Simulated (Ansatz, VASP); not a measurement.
# KBr: VASP beside Ansatz

INCAR

```
SYSTEM = KBr
PREC = Accurate ; ENCUT = 520
EDIFF = 1E-7 ; ISMEAR = -1
SIGMA = 0.05 ; LREAL = .False.
LASPH = .True. ; NELM = 100
ALGO = Normal ; ISIF = 2
LWAVE = .False. ; LCHARG = .False.
GGA = B5 ; ALDAX = 1.0
AGGAX = 1.0 ; AGGAC = 1.0
ALDAC = 0.0 ; NBANDS = 15
```

File KPOINTS:

```
regular mesh
0
Gamma
  7 7 7
  0 0 0
```

POSCAR

```
KBr
1.0
    0.0000000000      3.3434260326      3.3434260326
    3.3434260326      0.0000000000      3.3434260326
    3.3434260326      3.3434260326      0.0000000000
Br K
1 1
Direct
    0.5000000000      0.5000000000      0.5000000000
    0.0000000000      0.0000000000      0.0000000000
```

File input.yaml:

```yaml
crystal:
  lattice:
    - [0.0, 3.3434260326, 3.3434260326]
    - [3.3434260326, 0.0, 3.3434260326]
    - [3.3434260326, 3.3434260326, 0.0]
  atoms:
    - { symbol: Br, position: [0.5, 0.5, 0.5] }
    - { symbol: K, position: [0.0, 0.0, 0.0] }
hamiltonian:
  xc: blyp
  pseudopotentials: { kind: paw }
kpoints:
  mp_grid: { grid: [7, 7, 7] }
scf:
  occupations: { method: fermi_dirac, width: 0.05 }
output:
  forces: true
  stress: true
  eigenvalues: true
```

Alike in both runs: task single point; functional BLYP; k mesh 7 × 7 × 7; occupations fermi-dirac, width 0.05 eV; no spin polarisation.

```csv
,VASP,Ansatz
version,VASP 6.6.1,Ansatz 0.2.0
potentials or method,"VASP PAW PBE potentials, release 64 (Br, K_sv)",Ansatz PAW
plane-wave cutoff (eV),520,420
valence electrons in the cell,16,16
```

|  | VASP | Ansatz | Ansatz less VASP |
| --- | --- | --- | --- |
| gap on the k mesh at the Fermi level (eV) | 4.34 | 4.33 | -0.011 |
| least direct gap on the mesh (eV) | 4.34 | 4.33 | -0.011 |
| pressure (GPa) | 0.8 | 0.8 | -0.04 |

Caveats: the PAW data sets were made with another functional, which shifts forces and pressure a little (VASP); an odd mesh through Γ misses points on the zone boundary, where band edges often lie (VASP); odd divisions of the mesh miss points on the zone boundary, where band edges often lie, so the gap on the mesh can be too wide (Ansatz); the PAW data sets come from PBE, with cores solved anew for the run's functional, which leaves a small shift of forces and pressure (Ansatz).
